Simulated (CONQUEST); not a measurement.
# GaN under changes of volume

One of the cells (11.444 Å³/atom); the others are scaled copies at fixed shape and fractional positions:

```
CELL_PARAMETERS angstrom
3.18693 0.00000 0.00000
0.00000 3.18693 0.00000
0.00000 0.00000 4.50700
ATOMIC_POSITIONS crystal
Ga 0.00000 0.00000 0.00000
Ga 0.50000 0.50000 0.50000
N 0.00000 0.50000 0.75000
N 0.50000 0.00000 0.25000
```

The cell is a database's computed one.

* Program: CONQUEST 1.3
* Functional: PBE
* Potentials or basis: PseudoDojo NC PBE, DZP, grid of 36 × 36 × 48 points
* k mesh: 8 × 8 × 6
* Occupations: fermi-dirac, width 0.05 eV
* Spin: no spin polarisation

```tsv
volume (Å³/atom)	energy over the lowest point (meV/atom)	pressure (GPa)	gap on the mesh (eV)
10.757	80.73	23.3	2.28
10.986	50.82	18.3	2.13
11.215	28.91	12.3	1.99
11.444	?	?	?
11.673	4.15	5.0	1.70
12.131	0.00	-1.9	1.44
```

Task: What does the run at 11.444 Å³/atom give?

Result: Energy over the lowest point 13.81 meV/atom; pressure 8.7 GPa; gap on the mesh 1.84 eV.

Worked out: A Birch-Murnaghan fit of order 3 (a polynomial in V^(-2/3)) to the other rows has its minimum at 12.01 Å³/atom with B0 = V·E''(V) = 151 GPa and B' = 6.6. It gives 13.57 meV/atom at 11.444 Å³/atom, against the run's 13.81, and -dE/dV = 8.5 GPa, against 8.7. A straight line through the other rows of the gap, of slope -7.01 eV per unit of ln V, gives 1.85 eV, against the run's 1.84.

Energies are extrapolated to zero smearing.

Caveats: the basis of atomic orbitals isn't converged, which shifts pressures, moduli and gaps; the real-space grid breaks the cell's symmetry a little (some runs).

A mesh can miss the band edges. Spin-orbit coupling on Ga is left out.
